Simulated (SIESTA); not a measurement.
GaAs under changes of volume

One of the cells (22.590 Å³/atom); the others are scaled copies at fixed shape and fractional positions:

```
As Ga
1.0
     0.00000    2.82685    2.82685
     2.82685    0.00000    2.82685
     2.82685    2.82685    0.00000
As Ga
1 1
Cartesian
  4.2403 4.2403 4.2403
  0.0000 0.0000 0.0000
```

```yaml
Program: SIESTA 5.4.2
Functional: BP86
Potentials_or_basis: PseudoDojo 0.4 standard (PBE files)
Basis: DZP (energy shift 0.002 Ry; radii capped at 9.5 bohr)
Grid_cutoff: 800 Ry
Energy_shift: 0.002 Ry
k_mesh: 8 × 8 × 8
Occupations: fermi-dirac, width 0.05 eV
Spin: no spin polarisation
```

```csv
volume (Å³/atom),energy over the lowest point (meV/atom),pressure (GPa),gap on the mesh (eV)
21.234,100.34,11.6,1.04
21.686,70.74,9.4,0.84
22.138,47.07,7.4,0.66
22.590,28.67,5.7,0.49
23.041,?,?,?
23.493,5.58,2.6,0.17
23.945,0.00,1.4,none
```

Q: What does the run at 23.041 Å³/atom give?

A: Energy over the lowest point 14.96 meV/atom; pressure 4.1 GPa; gap on the mesh 0.32 eV.

Worked out: A Birch-Murnaghan fit of order 3 (a polynomial in V^(-2/3)) to the other rows has its minimum at 24.48 Å³/atom, just outside them, with B0 = V·E''(V) = 58 GPa and B' = 4.8. It gives 15.02 meV/atom at 23.041 Å³/atom, against the run's 14.96, and -dE/dV = 4.1 GPa, against 4.1.

Energies are extrapolated to zero smearing.

Caveats: semicore shells carry a single zeta, which can move pressures by several GPa and volumes by a few percent; the potentials were made for another functional, which shifts forces and pressure; the basis of atomic orbitals isn't converged, which shifts pressures, moduli and gaps.

A mesh can miss the band edges. Spin-orbit coupling on As, Ga is left out.

A gap of «none» marks a metal or a gap under the smearing width.
